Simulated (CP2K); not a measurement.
Write the native input for CP2K 2026.2 that does the following.

| Item | Value |
| --- | --- |
| Task | band structure |
| Functional | optB88-vdW |
| Potentials or basis | POTENTIAL_UZH W GTH-PBE-q14, Si GTH-PBE-q4; TZVP-MOLOPT-PBE-GTH basis |
| Density cutoff | 9184 eV |
| k mesh | 12 × 12 × 12 |
| Occupations | fermi-dirac, width 0.05 eV |
| Spin | no spin polarisation |
| SCF solver | diagonalisation with k points |
| Quickstep method | GPW |
| EPS_DEFAULT | 1.0E-9 |
| EPS_SCF | 1.0E-6 |
| MAX_SCF | 100 |
| SCF_GUESS | ATOMIC |
| k points reduced by the point group | yes |
| Mesh centred on Gamma | yes |
| CHOLESKY | OFF |
| EPS_EIGVAL | 1.0E-7 |
| MIXING METHOD | BROYDEN_MIXING |
| MIXING ALPHA | 0.4 |
| NBUFFER | 8 |
| NGRIDS | 5 |
| Basis sets | W TZVP-MOLOPT-PBE-GTH-q14, Si TZVP-MOLOPT-PBE-GTH-q4 |
| Potentials | W GTH-PBE-q14 of POTENTIAL_UZH, Si GTH-PBE-q4 of POTENTIAL_UZH |
| ADDED_MOS | [15] |
| Points a segment of the path (NPOINTS) | 10 |
| Bands added on the path | 4 |
| REL_CUTOFF (Ry) | 60 Ry |
| MIXING BETA (1/bohr) | 1.5 1/bohr |
| Cutoff of the non-local correlation (Ry) | 150 Ry |
| CUTOFF of the grids | 675 Ry |

The system is Si2W.

```
W Si
1.0
     4.52671    0.00000    0.00000
     2.24503    3.93077    0.00000
    -3.38587   -1.96538    2.27250
W Si
1 2
Direct
  0.00000 0.00000 0.00000
  0.66530 0.66530 0.00000
  0.33470 0.33470 0.00000
```

One way to write it, as run:

si2w_bands.inp

```
&GLOBAL
  PROJECT si2w_bands
  RUN_TYPE ENERGY_FORCE
  PRINT_LEVEL LOW
&END GLOBAL
&FORCE_EVAL
  METHOD QS
  STRESS_TENSOR ANALYTICAL
  &DFT
    BASIS_SET_FILE_NAME BASIS_MOLOPT_UZH
    POTENTIAL_FILE_NAME POTENTIAL_UZH
    &MGRID
      CUTOFF 675
      REL_CUTOFF 60
      NGRIDS 5
    &END MGRID
    &QS
      METHOD GPW
      EPS_DEFAULT 1.0E-9
    &END QS
    &KPOINTS
      SCHEME MONKHORST-PACK 12 12 12
      GAMMA_CENTERED T
      SYMMETRY T
      SYMMETRY_BACKEND SPGLIB
    &END KPOINTS
    &SCF
      SCF_GUESS ATOMIC
      EPS_SCF 1.0E-6
      MAX_SCF 100
      ADDED_MOS 15
      CHOLESKY OFF
      EPS_EIGVAL 1.0E-7
      &DIAGONALIZATION ON
        ALGORITHM STANDARD
      &END DIAGONALIZATION
      &MIXING ON
        METHOD BROYDEN_MIXING
        ALPHA 0.4
        BETA 1.5
        NBUFFER 8
      &END MIXING
      &SMEAR ON
        METHOD FERMI_DIRAC
        ELECTRONIC_TEMPERATURE [K] 580.226
      &END SMEAR
    &END SCF
    &XC
      &XC_FUNCTIONAL
        &GGA_X_OPTB88_VDW
        &END GGA_X_OPTB88_VDW
        &LDA_C_PW
        &END LDA_C_PW
      &END XC_FUNCTIONAL
      &VDW_POTENTIAL
        POTENTIAL_TYPE NON_LOCAL
        &NON_LOCAL
          TYPE DRSLL
          KERNEL_FILE_NAME vdW_kernel_table.dat
          CUTOFF 150
        &END NON_LOCAL
      &END VDW_POTENTIAL
    &END XC
    &PRINT
      &KPOINTS ON
      &END KPOINTS
      &MULLIKEN ON
      &END MULLIKEN
      &MO ON
        ENERGIES T
        OCCUPATION_NUMBERS T
        &EACH
          QS_SCF 0
        &END EACH
        ADD_LAST NUMERIC
      &END MO
      &BAND_STRUCTURE
        FILE_NAME bands.bs
        ADDED_MOS 4
        &KPOINT_SET
          UNITS B_VECTOR
          NPOINTS 10
          SPECIAL_POINT GAMMA 0.00000000 0.00000000 0.00000000
          SPECIAL_POINT X 0.50000000 -0.50000000 0.00000000
          SPECIAL_POINT Y 0.50000000 -0.50000000 0.08423552
          SPECIAL_POINT S 0.29211776 -0.29211776 0.29211776
          SPECIAL_POINT GAMMA 0.00000000 0.00000000 0.00000000
          SPECIAL_POINT Z 0.50000000 0.50000000 -0.50000000
          SPECIAL_POINT S1 0.70788224 0.29211776 -0.29211776
          SPECIAL_POINT N 0.50000000 0.00000000 0.00000000
          SPECIAL_POINT P 0.75000000 -0.25000000 -0.25000000
          SPECIAL_POINT Y1 0.91576448 0.08423552 -0.50000000
          SPECIAL_POINT Z 0.50000000 0.50000000 -0.50000000
        &END KPOINT_SET
        &KPOINT_SET
          UNITS B_VECTOR
          NPOINTS 10
          SPECIAL_POINT X 0.50000000 -0.50000000 0.00000000
          SPECIAL_POINT P 0.75000000 -0.25000000 -0.25000000
        &END KPOINT_SET
      &END BAND_STRUCTURE
    &END PRINT
  &END DFT
  &SUBSYS
    &CELL
      ABC 4.5267083761 4.5267083761 4.5267083761
      ALPHA_BETA_GAMMA 138.4153173914 138.4153173913 60.2675125443
      PERIODIC XYZ
    &END CELL
    &COORD
      SCALED
      W   0.0000000000 0.0000000000 0.0000000000
      Si  0.6653000000 0.6653000000 0.0000000000
      Si  0.3347000000 0.3347000000 0.0000000000
    &END COORD
    &KIND W
      BASIS_SET TZVP-MOLOPT-PBE-GTH-q14
      POTENTIAL GTH-PBE-q14
    &END KIND
    &KIND Si
      BASIS_SET TZVP-MOLOPT-PBE-GTH-q4
      POTENTIAL GTH-PBE-q4
    &END KIND
    &PRINT
      &ATOMIC_COORDINATES ON
      &END ATOMIC_COORDINATES
      &CELL ON
      &END CELL
    &END PRINT
  &END SUBSYS
  &PRINT
    &FORCES ON
    &END FORCES
    &STRESS_TENSOR ON
    &END STRESS_TENSOR
  &END PRINT
&END FORCE_EVAL
```

Potentials or basis: POTENTIAL_UZH W GTH-PBE-q14, Si GTH-PBE-q4; TZVP-MOLOPT-PBE-GTH basis.

Run with:

```console
$ OMP_NUM_THREADS=1 cp2k.psmp -i si2w_bands.inp -o si2w_bands.out
```

It gave:

```json
{
  "Pressure": "5.4 GPa",
  "Largest force": "0.005 eV/Å",
  "Band gap on the k mesh": "none (metal or under the smearing width)",
  "Mulliken charges": "W +0.56; Si -0.28 e"
}
```

Caveat: Mulliken charges move with the basis; the potentials were made for another functional, which shifts forces and pressure; spin-orbit coupling is left out, which moves the levels of the heavy elements; the basis of atomic orbitals isn't converged, which shifts pressures, moduli and gaps.

Wall time 3.3 min on 1 thread of Arm Neoverse V1, with other jobs on the host, peak memory 0.59 GiB.
